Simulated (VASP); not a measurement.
# H: restarted molecular dynamics, 2 variants

H, P4/mmm (no. 123), 20 atoms in the cell. PBE, molecular dynamics; PAW potentials H (PBE set).

| Restart from | Temperature at the end (K) | The same without a restart (K) | Potential energy at the end (eV/atom) | The same without a restart (eV/atom) | Electronic steps in the first step after the restart | Time (s) |
|---|---|---|---|---|---|---|
| CONTCAR with velocities, WAVECAR read | 1155.0 | 1155.0 | -2.89889 | -2.89888 | 4 | 242 |
| CONTCAR with velocities, no WAVECAR | 1154.0 | 1155.0 | -2.89889 | -2.89888 | 14 | 243 |

Limits: 30 fs of 20 atoms are too short for converged averages; the cell is only 4.9 Å across, so each atom moves in step with near copies of itself.

## Input of the first row

INCAR.step1:
```
  ALGO = Fast
  EDIFF = 1E-6
  ENCUT = 250
  GGA = PE
  IBRION = 0
  ISIF = 2
  ISMEAR = -1
  ISYM = 0
  KPAR = 2
  LASPH = T
  LCHARG = F
  LREAL = Auto
  LWAVE = T
  MDALGO = 4
  NELM = 60
  NELMIN = 4
  NHC_NCHAINS = 3
  NHC_PERIOD = 30
  NSW = 30
  POTIM = 0.5
  PREC = Normal
  RANDOM_SEED = 852328 0 0
  SIGMA = 0.05
  TEBEG = 1000
```

INCAR.step2, as INCAR.step1 but for:
```
- LWAVE = T
+ LWAVE = F
```

KPOINTS:
```
k-points
0
Gamma
  2 2 3
```

POSCAR.step1:
```
H
1.0
    5.2992774778      0.0000000000      0.0000000000
    0.0000000000      5.2992774778      0.0000000000
    0.0000000000      0.0000000000      4.9024646000
H
20
Direct
    0.0000000000      0.0000000000      0.1000000000
    0.0000000000      0.0000000000      0.3000000000
    0.0000000000      0.0000000000      0.5000000000
    0.0000000000      0.0000000000      0.7000000000
    0.0000000000      0.0000000000      0.9000000000
    0.0000000000      0.5000000000      0.1000000000
    0.0000000000      0.5000000000      0.3000000000
    0.0000000000      0.5000000000      0.5000000000
    0.0000000000      0.5000000000      0.7000000000
    0.0000000000      0.5000000000      0.9000000000
    0.5000000000      0.0000000000      0.1000000000
    0.5000000000      0.0000000000      0.3000000000
    0.5000000000      0.0000000000      0.5000000000
    0.5000000000      0.0000000000      0.7000000000
    0.5000000000      0.0000000000      0.9000000000
    0.5000000000      0.5000000000      0.1000000000
    0.5000000000      0.5000000000      0.3000000000
    0.5000000000      0.5000000000      0.5000000000
    0.5000000000      0.5000000000      0.7000000000
    0.5000000000      0.5000000000      0.9000000000
```

Commands (each step's output is kept before the next begins):
```
cat potpaw_PBE.64/H/POTCAR > POTCAR
cp INCAR.step1 INCAR
cp POSCAR.step1 POSCAR
mpirun -np 2 vasp_std > vasp.out
cp CONTCAR POSCAR
cp INCAR.step2 INCAR
mpirun -np 2 vasp_std > vasp.out
```

Changes of the last row against the first:
```
(step 1)
- LWAVE = True
+ LWAVE = False
```

VASP 6.6.1 took 242 s on 2 cores (Intel Xeon Platinum 8488C (Sapphire Rapids)), a shared host.
